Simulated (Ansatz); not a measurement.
# Mg2Ge: the cost of one run

Program: Ansatz 0.2.0. Level of theory: reference: DFT, HSE06, plane waves, PAW. These are calculated values, not measurements.

1 further run of the same task is left out (set aside as unsound or not needed).

### 1 The system as given

The structure is cubic, space group Fm-3m (No. 225). Conventional cell: a = 6.366 Å, b = 6.366 Å, c = 6.366 Å, α = 90.00°, β = 90.00°, γ = 90.00°. Mg (site symmetry -43m) is surrounded by 4 Ge at 2.76 Å. Ge (site symmetry m-3m) is surrounded by 8 Mg at 2.76 Å.

Structure file:

```cif
data_structure
_symmetry_space_group_name_H-M 'Fm-3m'
_symmetry_Int_Tables_number 225
_cell_length_a 6.3662
_cell_length_b 6.3662
_cell_length_c 6.3662
_cell_angle_alpha 90.000
_cell_angle_beta 90.000
_cell_angle_gamma 90.000
_cell_volume 258.01
loop_
_atom_site_label
_atom_site_type_symbol
_atom_site_symmetry_multiplicity
_atom_site_Wyckoff_symbol
_atom_site_fract_x
_atom_site_fract_y
_atom_site_fract_z
_atom_site_occupancy
Mg1 Mg 8 c 0.25000 0.25000 0.75000 1
Ge1 Ge 4 a 0.00000 0.00000 0.00000 1
```

### 2 Reference

input.yaml reads:

```yaml
crystal:
  lattice:
    - [0.0, 3.1831056351, 3.1831056351]
    - [3.1831056351, 0.0, 3.1831056351]
    - [3.1831056351, 3.1831056351, 0.0]
  atoms:
    - { symbol: Mg, position: [0.75, 0.75, 0.75] }
    - { symbol: Mg, position: [0.25, 0.25, 0.25] }
    - { symbol: Ge, position: [0.0, 0.0, 0.0] }
kpoints:
  mp_grid: { grid: [4, 4, 4] }
hamiltonian:
  xc: hse06
scf:
  occupations: { method: fermi_dirac, width: 0.02 }
  n_extra_bands: 4
output:
  forces: true
  stress: true
  eigenvalues: true
```

Run with:

```bash
$ ansatz run input.yaml --threads 4 --pin off --max-ram 4608MiB --backend cpu --events-out ev --progress --plain --runs-dir out
```

What time and memory should one allow on 4 threads of Arm Neoverse N1, shared host?

About 10 s, with a peak of 0.76 GiB.
